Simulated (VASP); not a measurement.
Write the native input for VASP 6.6.1 that does the following.

| Item | Value |
| --- | --- |
| Task | single point |
| Functional | PBEsol |
| Potentials or basis | VASP PAW PBE potentials, release 64 (Sr_sv, Cl) |
| Cutoff | 520 eV |
| k mesh | 6 × 6 × 6 |
| Occupations | gaussian, width 0.02 eV |
| Spin | no spin polarisation |
| Dipole correction | no |
| Further INCAR settings | ALGO = Fast; EDIFF = 1e-06; NBANDS = 19 |

The structure of SrCl2 lies in POSCAR:

```
SrCl2
1.0
    0.0000000000      3.4538300359      3.4538300359
    3.4538300359      0.0000000000      3.4538300359
    3.4538300359      3.4538300359      0.0000000000
Sr Cl
1 2
Direct
    0.0000000000      0.0000000000      0.0000000000
    0.7500000000      0.7500000000      0.7500000000
    0.2500000000      0.2500000000      0.2500000000
```

The cell is a database's computed one.

These files were run (other wordings do the same):

INCAR

```
PREC     = Accurate       # precision mode
ENCUT    = 520            # plane-wave cutoff, eV
EDIFF    = 1E-6           # SCF threshold, eV
ISMEAR   = 0              # smearing method
SIGMA    = 0.02           # smearing width, eV
LREAL    = False          # projectors in reciprocal space
LASPH    = True           # aspherical terms in the spheres
NELM     = 80             # most SCF steps
ALGO     = Fast           # electronic algorithm
ISIF     = 2              # what is computed and relaxed
LWAVE    = False          # write WAVECAR
LCHARG   = False          # write CHGCAR
GGA      = PS             # functional
NBANDS   = 19             # bands
```

KPOINTS

```
regular mesh
0
Gamma
  6 6 6
```

Potentials or basis: VASP PAW PBE potentials, release 64 (Sr_sv, Cl).

Command:

```sh
$ cat potpaw_PBE.64/Sr_sv/POTCAR potpaw_PBE.64/Cl/POTCAR > POTCAR
$ mpirun -np 1 vasp_std > vasp.out
```

It gave:

```yaml
Pressure: 0.1 GPa
Band_gap_on_the_k_mesh: 5.24 eV, indirect (least direct gap 5.34 eV)
```

Caveat: the PAW data sets were made with another functional, which shifts forces and pressure a little.

It took 12 s on 1 thread of Intel(R) Xeon(R) 6975P-C (Granite Rapids), on a shared host, peak memory 0.2 GiB.
